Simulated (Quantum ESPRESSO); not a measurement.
# Ge (I4_1/amd) in Quantum ESPRESSO: single point with PBE

Aim: the single point of Ge with PBE.

Program: Quantum ESPRESSO 7.5. These are calculated values, not measurements. Logs are shortened: lines on timing, memory, paths and dates and some standing lists are left out, and cuts for length are marked.

### 1 The crystal as given

It takes space group I4_1/amd (No. 141, tetragonal). Conventional cell: a = 3.920 Å, b = 3.920 Å, c = 6.011 Å, α = 90.00°, β = 90.00°, γ = 90.00°. Around Ge (site symmetry -4m2) lie 4 Ge at 2.47 Å.

### 2 Single point, PBE

pw.in reads:

```
&CONTROL
  calculation = 'scf'
  prefix = 'pwscf'
  outdir = './tmp'
  pseudo_dir = './pseudo'
  tprnfor = .true.
  tstress = .true.
  disk_io = 'nowf'
/
&SYSTEM
  ibrav = 0
  nat = 2
  ntyp = 1
  ecutwfc = 78
  nbnd = 21
  occupations = 'smearing'
  smearing = 'gaussian'
  degauss = 0.00073499
/
&ELECTRONS
  conv_thr = 4d-10
  electron_maxstep = 120
  mixing_beta = 0.5
/
ATOMIC_SPECIES
Ge    72.6300 Ge.upf
CELL_PARAMETERS angstrom
   0.0000000000    2.7720000000    3.0053100000
   2.7720000000    0.0000000000    3.0053100000
   2.7720000000    2.7720000000    0.0000000000
ATOMIC_POSITIONS crystal
Ge     0.0000000000    0.0000000000    0.0000000000
Ge     0.2500000000    0.2500000000    0.2500000000
K_POINTS automatic
10 10 10 0 0 0
```

Potentials or basis: PseudoDojo 0.4.1 SR PBE standard.

The run is started by

```sh
$ OMP_NUM_THREADS=1 pw.x -in pw.in > pw.out
```

pw.out:

```text
This program is part of the open-source Quantum ESPRESSO suite
     for quantum simulation of materials; please cite
         "P. Giannozzi et al., J. Phys.:Condens. Matter 21 395502 (2009);
         "P. Giannozzi et al., J. Phys.:Condens. Matter 29 465901 (2017);
         "P. Giannozzi et al., J. Chem. Phys. 152 154105 (2020);
     in publications or presentations arising from this work. More details at

     Message from routine setup:
     using ibrav=0 with symmetry is DISCOURAGED, use correct ibrav instead

     G-vector sticks info
     --------------------
     sticks:   dense  smooth     PW     G-vecs:    dense   smooth      PW
     Sum        1247    1247    363                29031    29031    4645

     Using Slab Decomposition

     bravais-lattice index     =            0
     lattice parameter (alat)  =       7.7262  a.u.
     unit-cell volume          =     311.6753 (a.u.)^3
     number of atoms/cell      =            2
     number of atomic types    =            1
     number of electrons       =        28.00
     number of Kohn-Sham states=           21
     kinetic-energy cutoff     =      78.0000  Ry
     charge density cutoff     =     312.0000  Ry
     scf convergence threshold =      4.0E-10
     mixing beta               =       0.5000
     number of iterations used =            8  plain     mixing
     Exchange-correlation= PBE
                           (   1   4   3   4   0   0   0)

     celldm(1)=   7.726154  celldm(2)=   0.000000  celldm(3)=   0.000000
     celldm(4)=   0.000000  celldm(5)=   0.000000  celldm(6)=   0.000000

     crystal axes: (cart. coord. in units of alat)
               a(1) = (   0.000000   0.677998   0.735063 )
               a(2) = (   0.677998   0.000000   0.735063 )
               a(3) = (   0.677998   0.677998   0.000000 )

     reciprocal axes: (cart. coord. in units 2 pi/alat)
               b(1) = ( -0.737465  0.737465  0.680214 )
               b(2) = (  0.737465 -0.737465  0.680214 )
               b(3) = (  0.737465  0.737465 -0.680214 )

     PseudoPot. # 1 for Ge read from file:
     Ge.upf
     Pseudo is Norm-conserving + core correction, Zval = 14.0
     Generated using ONCVPSP code by D. R. Hamann
     Using radial grid of 1560 points,  6 beta functions with:
                l(1) =   0
                l(2) =   0
                l(3) =   1
                l(4) =   1
                l(5) =   2
                l(6) =   2

     atomic species   valence    mass     pseudopotential
     Ge               14.00    72.63000     Ge( 1.00)

     16 Sym. Ops., with inversion, found ( 8 have fractional translation)

   Cartesian axes

     site n.     atom                  positions (alat units)
         1        Ge     tau(   1) = (   0.0000000   0.0000000   0.0000000  )
         2        Ge     tau(   2) = (   0.3389992   0.3389992   0.3675317  )

     number of k points=   102  Gaussian smearing, width (Ry)=  0.0007

     Number of k-points >= 100: set verbosity='high' to print them.

     Dense  grid:    29031 G-vectors     FFT dimensions: (  48,  48,  48)

     Initial potential from superposition of free atoms

     starting charge      27.9984, renormalised to      28.0000
     Starting wfcs are   18 randomized atomic wfcs +    3 random wfcs

     Self-consistent Calculation

     iteration #  1     ecut=    78.00 Ry     beta= 0.50
     Davidson diagonalization with overlap
     ethr =  1.00E-02,  avg # of iterations =  5.2

     Threshold (ethr) on eigenvalues was too large:
     Diagonalizing with lowered threshold

     Davidson diagonalization with overlap
     ethr =  1.13E-04,  avg # of iterations =  3.4

     total energy              =    -357.28099273 Ry
     estimated scf accuracy    <       0.03246581 Ry

     iteration #  2     ecut=    78.00 Ry     beta= 0.50
     Davidson diagonalization with overlap
     ethr =  1.16E-04,  avg # of iterations =  1.0

     total energy              =    -357.28069831 Ry
     estimated scf accuracy    <       0.00620392 Ry

     iteration #  3     ecut=    78.00 Ry     beta= 0.50
     Davidson diagonalization with overlap
     ethr =  2.22E-05,  avg # of iterations =  2.3

     total energy              =    -357.28101883 Ry
     estimated scf accuracy    <       0.00008411 Ry

     iteration #  4     ecut=    78.00 Ry     beta= 0.50
     Davidson diagonalization with overlap
     ethr =  3.00E-07,  avg # of iterations =  4.9

     total energy              =    -357.28103358 Ry
     estimated scf accuracy    <       0.00000484 Ry

     iteration #  5     ecut=    78.00 Ry     beta= 0.50
     Davidson diagonalization with overlap
     ethr =  1.73E-08,  avg # of iterations =  1.5

     total energy              =    -357.28103364 Ry
     estimated scf accuracy    <       0.00000057 Ry

     iteration #  6     ecut=    78.00 Ry     beta= 0.50
     Davidson diagonalization with overlap
     ethr =  2.04E-09,  avg # of iterations =  2.0

     total energy              =    -357.28103388 Ry
     estimated scf accuracy    <       0.00000015 Ry

     iteration #  7     ecut=    78.00 Ry     beta= 0.50
     Davidson diagonalization with overlap
     ethr =  5.29E-10,  avg # of iterations =  2.0

     total energy              =    -357.28103391 Ry
     estimated scf accuracy    <          1.6E-09 Ry

     iteration #  8     ecut=    78.00 Ry     beta= 0.50
     Davidson diagonalization with overlap
     ethr =  5.81E-12,  avg # of iterations =  2.3

     total energy              =    -357.28103391 Ry
     estimated scf accuracy    <          9.0E-10 Ry

     iteration #  9     ecut=    78.00 Ry     beta= 0.50
     Davidson diagonalization with overlap
     ethr =  3.20E-12,  avg # of iterations =  2.0

     End of self-consistent calculation

     Number of k-points >= 100: set verbosity='high' to print the bands.

     the Fermi energy is     9.3251 ev

!    total energy              =    -357.28103391 Ry
     estimated scf accuracy    <          1.9E-11 Ry
     smearing contrib. (-TS)   =      -0.00000132 Ry
     internal energy E=F+TS    =    -357.28103258 Ry

     The total energy is F=E-TS. E is the sum of the following terms:
     one-electron contribution =    -184.91072755 Ry
     hartree contribution      =     111.31879420 Ry
     xc contribution           =     -87.29590806 Ry
     ewald contribution        =    -196.39319117 Ry

     convergence has been achieved in   9 iterations

     Forces acting on atoms (cartesian axes, Ry/au):

     atom    1 type  1   force =     0.00000000   -0.00000000    0.00000000
     atom    2 type  1   force =    -0.00000000    0.00000000   -0.00000000

     Total force =     0.000000     Total SCF correction =     0.000000

     Computing stress (Cartesian axis) and pressure

          total   stress  (Ry/bohr**3)                   (kbar)     P=       23.26
   0.00029868  -0.00000000  -0.00000000           43.94       -0.00       -0.00
   0.00000000   0.00029868  -0.00000000            0.00       43.94       -0.00
  -0.00000000  -0.00000000  -0.00012292           -0.00       -0.00      -18.08

=------------------------------------------------------------------------------=
   JOB DONE.
=------------------------------------------------------------------------------=
```

Wall time 77 s (1 thread of Intel Xeon 6975P-C (Granite Rapids), shared host); peak memory 0.18 GiB.

Results:

```yaml
Free_energy: -4861.0561 eV
Pressure: 2.3 GPa
Band_gap_on_the_k_mesh: none (metal or under the smearing width)
```
